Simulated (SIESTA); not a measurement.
Set up this calculation in SIESTA 5.4.2, as the native input.

```yaml
Task: band structure
Functional: PBEsol
Potentials_or_basis: PseudoDojo 0.4 standard (PBEsol files)
Basis: DZP (energy shift 0.003 Ry; two zetas on semicore shells)
Grid_cutoff: 800 Ry
Energy_shift: 0.003 Ry
k_mesh: 8 × 8 × 3
Occupations: fermi-dirac, width 0.05 eV
Spin: no spin polarisation
```

Y:

```
Y
1.0
     3.64254    0.00000    0.00000
    -1.82127    3.15454    0.00000
     0.00000    0.00000   11.60725
Y
4
Cartesian
  1.8213 1.0515 8.7054
  0.0000 0.0000 5.8036
  0.0000 2.1030 2.9018
  0.0000 0.0000 0.0000
```

The cell isn't the ideal one: cell strained along z.

One way to write it, as run:

Y.fdf

```
SystemName                      Y
SystemLabel                     Y
NumberOfSpecies                 1
NumberOfAtoms                   4
%block ChemicalSpeciesLabel
  1  39 Y
%endblock ChemicalSpeciesLabel

LatticeConstant                 1.0 Ang
%block LatticeVectors
     3.6425441402     0.0000000000     0.0000000000
    -1.8212720701     3.1545357598     0.0000000000
     0.0000000000     0.0000000000    11.6072477430
%endblock LatticeVectors
AtomicCoordinatesFormat         Fractional
%block AtomicCoordinatesAndAtomicSpecies
     0.6666666667     0.3333333333     0.7500000000  1  Y
     0.0000000000     0.0000000000     0.5000000000  1  Y
     0.3333333333     0.6666666667     0.2500000000  1  Y
     0.0000000000     0.0000000000     0.0000000000  1  Y
%endblock AtomicCoordinatesAndAtomicSpecies

%block kgrid.MonkhorstPack
    8   0   0  0.0
    0   8   0  0.0
    0   0   3  0.0
%endblock kgrid.MonkhorstPack
XC.Functional                   GGA
XC.Authors                      PBEsol
PAO.BasisSize                   DZP
PAO.EnergyShift                 0.003 Ry
Mesh.Cutoff                     800 Ry
OccupationFunction              FD
ElectronicTemperature           0.05 eV
MaxSCFIterations                120
SCF.MustConverge                false
SCF.Mixer.Method                Pulay
SCF.Mixer.Weight                0.25
SCF.Mixer.History               8
SCF.DM.Tolerance                5.0e-05
SCF.H.Tolerance                 1.0e-03 eV
WriteForces                     true
Charge.Mulliken                 end
BandLinesScale                  ReciprocalLatticeVectors
%block BandLines
    1    0.000000   0.000000   0.000000  \Gamma
   13    0.500000   0.000000   0.000000  M
    7    0.333333   0.333333   0.000000  K
   15    0.000000   0.000000   0.000000  \Gamma
    3    0.000000   0.000000   0.500000  A
   13    0.500000   0.000000   0.500000  L
    7    0.333333   0.333333   0.500000  H
   15    0.000000   0.000000   0.500000  A
    1    0.500000   0.000000   0.500000  L
    3    0.500000   0.000000   0.000000  M
    1    0.333333   0.333333   0.000000  K
    3    0.333333   0.333333   0.500000  H
%endblock BandLines
%block PAO.Basis
  Y 5
  n=4 0 2
    3.677 0.000
  n=5 0 2
    9.410 0.000
  n=4 1 2
    4.308 0.000
  n=5 1 1
    9.410
  n=4 2 2
    8.311 0.000
%endblock PAO.Basis
```

Potentials or basis: PseudoDojo 0.4 standard (PBEsol files), DZP (energy shift 0.003 Ry; two zetas on semicore shells).

Launch:

```console
$ siesta Y.fdf > Y.out 2>&1
```

Results of the run:

- Pressure: -2.7 GPa
- Band gap on the k mesh: none (metal or under the smearing width)

Caveat: the basis of atomic orbitals isn't converged, which shifts pressures, moduli and gaps.

Run time: 4.7 min on 1 thread of Intel(R) Xeon(R) Platinum 8175M CPU @ 2.50GHz (Skylake/Cascade Lake) (shared host), peak memory 0.68 GiB.
